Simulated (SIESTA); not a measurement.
**GaP: density of states with PW86PBE**

The system is GaP.

```
Ga P
1.0
     5.45050    0.00000    0.00000
     0.00000    5.45050    0.00000
     0.00000    0.00000    5.45050
Ga P
4 4
Direct
  0.00000 0.00000 0.00000
  0.00000 0.50000 0.50000
  0.50000 0.00000 0.50000
  0.50000 0.50000 0.00000
  0.25000 0.25000 0.25000
  0.75000 0.75000 0.25000
  0.75000 0.25000 0.75000
  0.25000 0.75000 0.75000
```

```yaml
Program: SIESTA 5.4.2
Task: density of states
Functional: PW86PBE
Potentials_or_basis: PseudoDojo 0.4 stringent (PBE files)
Basis: DZP (energy shift 0.01 Ry)
Grid_cutoff: 800 Ry
Energy_shift: 0.01 Ry
k_mesh: 5 × 5 × 5
Occupations: fermi-dirac, width 0.05 eV
Spin: no spin polarisation
broadening_eV: 0.2 eV
window_from_eV: -10 eV
window_to_eV: 10 eV
energy_points: 201
k_mesh_for_the_DOS: 8 × 8 × 8
```

```json
{"Pressure": "2.5 GPa", "Band gap on the k mesh": "1.67 eV", "Hirshfeld charges": "Ga +0.40; P -0.40 e", "Voronoi charges": "Ga +0.39; P -0.39 e"}
```

States per cell in windows of 0.5 eV (zero at the valence-band top; states under -8 eV left out):
```tsv
from (eV)	total	P_p	Ga_p	P_d	Ga_d	Ga_s	P_s
-8.0	0.00	0.00	0.00	0.00	0.00	0.00	0.00
-7.5	0.00	0.00	0.00	0.00	0.00	0.00	0.00
-7.0	0.18	0.09	0.02	0.00	0.00	0.07	0.00
-6.5	2.98	1.41	0.12	0.09	0.13	1.13	0.09
-6.0	1.76	0.80	0.11	0.05	0.10	0.58	0.11
-5.5	0.90	0.40	0.10	0.02	0.05	0.25	0.08
-5.0	0.65	0.29	0.07	0.01	0.04	0.17	0.07
-4.5	0.58	0.25	0.14	0.01	0.03	0.10	0.05
-4.0	2.05	0.84	0.90	0.04	0.11	0.11	0.06
-3.5	2.24	0.93	1.04	0.05	0.09	0.09	0.05
-3.0	2.79	1.23	1.28	0.06	0.10	0.08	0.04
-2.5	2.96	1.41	1.27	0.07	0.14	0.05	0.03
-2.0	2.84	1.47	1.05	0.07	0.19	0.04	0.02
-1.5	2.37	1.33	0.73	0.06	0.22	0.02	0.01
-1.0	1.19	0.70	0.29	0.03	0.16	0.01	0.01
-0.5	0.48	0.30	0.09	0.01	0.08	0.00	0.00
0.0	0.03	0.02	0.00	0.00	0.00	0.00	0.00
0.5	0.00	0.00	0.00	0.00	0.00	0.00	0.00
1.0	0.00	0.00	0.00	0.00	0.00	0.00	0.00
1.5	0.19	0.01	0.06	0.05	0.06	0.01	0.01
2.0	0.97	0.07	0.26	0.25	0.24	0.10	0.06
2.5	2.33	0.26	0.55	0.54	0.48	0.33	0.16
3.0	3.18	0.49	0.72	0.72	0.60	0.46	0.19
3.5	2.23	0.40	0.51	0.51	0.43	0.27	0.10
4.0	2.55	0.47	0.66	0.62	0.50	0.21	0.09
4.5	3.33	0.53	1.06	0.94	0.61	0.13	0.06
5.0	2.75	0.57	0.70	0.77	0.54	0.14	0.04
5.5	2.88	0.57	0.82	0.82	0.53	0.10	0.03
6.0	2.33	0.49	0.68	0.64	0.39	0.09	0.04
6.5	1.98	0.42	0.65	0.53	0.28	0.07	0.03
7.0	1.64	0.28	0.61	0.46	0.24	0.03	0.03
7.5	1.77	0.34	0.65	0.47	0.24	0.04	0.03
```

It took 2.9 min on 1 thread of Arm Neoverse V1, with other jobs on the host, peak memory 0.74 GiB.

The gap isn't set beside the measured one, since this odd mesh misses points on the zone boundary.

Caveat: semicore shells carry a single zeta, which can move pressures by several GPa and volumes by a few percent; the valence orbitals were made in a potential fitted to the semicore shell under them, which widens gaps by tenths of an eV or more; the potentials were made for another functional, which shifts forces and pressure; an odd mesh through Γ misses points on the zone boundary, where band edges often lie; the basis of atomic orbitals isn't converged, which shifts pressures, moduli and gaps.
